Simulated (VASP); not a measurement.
Write the native input for VASP 6.6.1 that does the following.

| Property | Result |
| --- | --- |
| Task | relaxation of cell and atoms |
| Functional | PBE |
| Potentials or basis | VASP PAW PBE potentials, release 64 (B) |
| Cutoff | 600 eV |
| k mesh | 12 × 12 × 12 |
| Occupations | gaussian, width 0.1 eV |
| Spin | no spin polarisation |
| Dipole correction | no |
| Further INCAR settings | ALGO = Fast; EDIFF = 1e-06; IBRION = 2; EDIFFG = -0.01; NSW = 100; ISIF = 3 |

The structure of B lies in POSCAR:

```
B
1.0
   -2.4679692581      2.4679692581      2.4679692581
    2.4679692581     -2.4679692581      2.4679692581
    2.4679692581      2.4679692581     -2.4679692581
B
6
Direct
    0.5000000000      0.7500000000      0.2500000000
    0.7500000000      0.2500000000      0.5000000000
    0.7500000000      0.5000000000      0.2500000000
    0.5000000000      0.2500000000      0.7500000000
    0.2500000000      0.7500000000      0.5000000000
    0.2500000000      0.5000000000      0.7500000000
```

The cell was built by a generator and needn't be a form met in nature.

These files were run (other wordings do the same):

INCAR

```
PREC = Accurate
ENCUT = 600
EDIFF = 1E-6
ISMEAR = 0
SIGMA = 0.1
LREAL = False
LASPH = True
NELM = 100
ALGO = Fast
ISIF = 3
LWAVE = False
LCHARG = False
GGA = PE
IBRION = 2
NSW = 100
EDIFFG = -0.01
```

KPOINTS

```
Automatic mesh
0
Gamma
  12 12 12
```

Potentials or basis: VASP PAW PBE potentials, release 64 (B).

Launch:

```bash
$ cat potpaw_PBE.64/B/POTCAR > POTCAR
$ mpirun -np 1 vasp_std > vasp.out
```

Results of the run:

```json
{
 "Pressure after relaxing": "0.0 GPa",
 "Band gap on the k mesh": "none (metal or under the smearing width)"
}
```

Caveat: the relaxation stopped at its first step, so nothing moved.

Wall time 25 s on 1 thread of Intel(R) Xeon(R) 6975P-C (Granite Rapids), on a shared host, peak memory 0.22 GiB.
